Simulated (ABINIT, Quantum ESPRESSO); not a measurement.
This is a calculation of Hf for Quantum ESPRESSO 7.5. This isn't the form of Hf at room conditions, which is hcp.

Contents of pw.in:

```
&CONTROL
  calculation = 'scf'
  prefix = 'pwscf'
  outdir = './tmp'
  pseudo_dir = './pseudo'
  tprnfor = .true.
  tstress = .true.
  disk_io = 'low'
/
&SYSTEM
  ibrav = 0
  nat = 1
  ntyp = 1
  ecutwfc = 45
  ecutrho = 360
  nbnd = 12
  occupations = 'smearing'
  smearing = 'fd'
  degauss = 0.00367493
/
&ELECTRONS
  conv_thr = 2d-10
  electron_maxstep = 120
  mixing_beta = 0.5
/
ATOMIC_SPECIES
Hf   178.4900 hf_pbesol_v1.uspp.F.UPF
CELL_PARAMETERS angstrom
   0.0000000000    2.2200000000    2.2200000000
   2.2200000000    0.0000000000    2.2200000000
   2.2200000000    2.2200000000    0.0000000000
ATOMIC_POSITIONS crystal
Hf     0.0000000000    0.0000000000    0.0000000000
K_POINTS automatic
10 10 10 0 0 0
```

File pp_density.in:

```
&INPUTPP
  prefix = 'pwscf'
  outdir = './tmp'
  filplot = 'density.dat'
  plot_num = 0
/
&PLOT
  nfile = 1
  filepp(1) = 'density.dat'
  iflag = 3
  output_format = 6
  fileout = 'density.cube'
/
```

The input pp_potential.in:

```
&INPUTPP
  prefix = 'pwscf'
  outdir = './tmp'
  filplot = 'potential.dat'
  plot_num = 11
/
&PLOT
  nfile = 1
  filepp(1) = 'potential.dat'
  iflag = 3
  output_format = 6
  fileout = 'potential.cube'
/
```

Potentials or basis: GBRV 1.5 PBEsol.

The run is started by

```sh
$ OMP_NUM_THREADS=1 mpirun -n 2 pw.x -nk 2 -in pw.in > pw.out
$ OMP_NUM_THREADS=1 mpirun -n 1 pp.x -in pp_density.in > pp_density.out
$ OMP_NUM_THREADS=1 mpirun -n 1 pp.x -in pp_potential.in > pp_potential.out
```

Task: Translate it to ABINIT 10.8.3 (patched build). Potentials or basis there: PseudoDojo NC SR PBEsol v0.4.1 standard, cutoff 789 eV.

Result: As run (cutoffs and basis follow the program's own potentials, and thresholds, step limits or extra output files can differ):

Contents of run.abi:

```
# Pseudopotentials
pp_dirpath "./"
pseudos "Hf.upf"

# Structure
acell 3*1.0
rprim
     0.0000000000     4.1951919967     4.1951919967
     4.1951919967     0.0000000000     4.1951919967
     4.1951919967     4.1951919967     0.0000000000
ntypat 1
znucl 72
natom 1
typat 1
xred
     0.0000000000     0.0000000000     0.0000000000

# Plane-wave basis
ecut 789.130201 eV

# k points
kptopt 1
ngkpt 10 10 10
nshiftk 1
shiftk 0.0 0.0 0.0

# Exchange and correlation
ixc -116133

# Bands and occupations
nband 10
occopt 3
tsmear 0.05 eV

# SCF cycle
nstep 100
tolvrs 1.0e-10

# Output
iomode 3
prtwf 0
prteig 0
prtebands 0
enunit 1
prtden 1
prtvha 1
prtvclmb 1
prtpot 1
prtelf 1
```

Potentials or basis: PseudoDojo NC SR PBEsol v0.4.1 standard.

Launch:

```sh
$ abinit run.abi > log 2>&1
```

Both were run:

|  | Quantum ESPRESSO | ABINIT |
| --- | --- | --- |
| Pressure | -1.6 GPa | -1.3 GPa |

Pressure is positive in compression.
